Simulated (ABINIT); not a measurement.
Here is an ABINIT 10.8.3 (patched build) calculation.

Contents of run.abi:

```
pp_dirpath "./"
pseudos "Sn.hgh"

acell 4.55816 4.55816 4.55816 Angstrom
rprim
     1.0000000000     0.0000000000     0.0000000000
     0.0000000000     1.0000000000     0.0000000000
     0.0000000000     0.0000000000     1.0000000000
ntypat 1
znucl 50
natom 3
typat 1 1 1
xcart
     4.3068370161     0.0000000000     0.0000000000
     0.0000000000     4.3068370161     0.0000000000
     0.0000000000     0.0000000000     4.3068370161

ecut 380.959407 eV

kptopt 1
ngkpt 4 4 4
nshiftk 1
shiftk 0.0 0.0 0.0

ixc 7

nband 10
occopt 3
tsmear 0.05 eV

nstep 100
tolvrs 1.0e-10

iomode 3
prtwf 0
prteig 0
prtebands 0
enunit 2
prtvol 2
prtden 1
prtvha 1
prtvclmb 1
prtpot 1
prtelf 1
```

Potentials or basis: HGH LDA.

Run with:

```bash
$ abinit run.abi > log 2>&1
```

Problem. What does it give for the band gap on the k mesh?

Solution. None (metal or under the smearing width).

Problem. Predict the pressure.

Solution. -4.1 GPa.

Caveat: HGH potentials are hard and often keep d shells in the core, so these values are rough.
